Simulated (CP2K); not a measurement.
## TiC in CP2K: the effect of functional

Crystal: TiC.

```
Ti C
1.0
     3.06279    0.00000    0.00000
     1.53139    2.65245    0.00000
     1.53139    0.88415    2.50076
Ti C
1 1
Direct
  0.00000 0.00000 0.00000
  0.50000 0.50000 0.50000
```

The cell is a database's computed one.

Alike in all runs:

* Program: CP2K 2026.2
* Task: atomic charges
* Potentials or basis: POTENTIAL_UZH Ti GTH-PBE-q12, C GTH-PBE-q4; TZVP-MOLOPT-PBE-GTH basis
* Density cutoff: 9184 eV
* k mesh: 11 × 11 × 11
* Occupations: fermi-dirac, width 0.05 eV
* Spin: no spin polarisation

One run gave: pressure -9.4 GPa. Which functional did it use?
A. PW91
B. PBEsol
C. LDA
D. vdW-DF-cx
E. BEEF-vdW

C.

```tsv
functional	pressure (GPa)
LDA	-9.4
PBEsol	-5.4
PW91	0.8
BEEF-vdW	0.3
vdW-DF-cx	-3.8
r2SCAN	-0.3
```

Caveats: the potentials were made for another functional, which shifts forces and pressure; the basis of atomic orbitals isn't converged, which shifts pressures, moduli and gaps.

Runs at the PBE level aren't shown here.
